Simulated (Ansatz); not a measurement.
Crystal: Bi2Se3 (Paraguanajuatite).

```
Bi Se
1.0
     2.07150    1.19598    9.54533
    -2.07150    1.19598    9.54533
     0.00000   -2.39196    9.54533
Bi Se
2 3
Direct
  0.59920 0.59920 0.59920
  0.40080 0.40080 0.40080
  0.78830 0.78830 0.78830
  0.21170 0.21170 0.21170
  0.00000 0.00000 0.00000
```

- Program: Ansatz 0.2.0
- Task: relaxation of cell and atoms
- Functional: revPBE
- Dispersion: D4
- Potentials or basis: Ansatz PAW
- Cutoff: 420 eV (not typed: the program's choice for these potentials)
- k mesh: 8 × 8 × 8
- Occupations: fermi-dirac, width 0.05 eV
- Spin: no spin polarisation

At the start: volume 28.38 Å³/atom.

How do energy, volume and symmetry change on relaxing?

It ends after 5 steps and the volume is 27.74 Å³/atom (-2.3 %); space group R-3m (No. 166, to 0.05 Å).

The path:
```
step  energy change (eV)  largest force (eV/Å)  volume (Å³)
   1              0.0000                0.1798       141.89
   2             -0.0066                0.2497       138.45
   3             -0.0143                0.0115       138.90
   4             -0.0149                0.0046       138.68
   5             -0.0144                0.0047       138.68
```

Final structure:
```
Bi Se
1.0
     2.06433    1.19184    9.39397
    -2.06433    1.19184    9.39397
     0.00000   -2.38369    9.39397
Bi Se
2 3
Direct
  0.59858 0.59858 0.59858
  0.40142 0.40142 0.40142
  0.79065 0.79065 0.79065
  0.20935 0.20935 0.20935
  0.00000 0.00000 0.00000
```

Caveat: the plane-wave basis is chosen anew once the cell has moved, so the energies of steps on either side of that aren't comparable; the PAW data sets come from PBE, with cores solved anew for the run's functional, which leaves a small shift of forces and pressure.
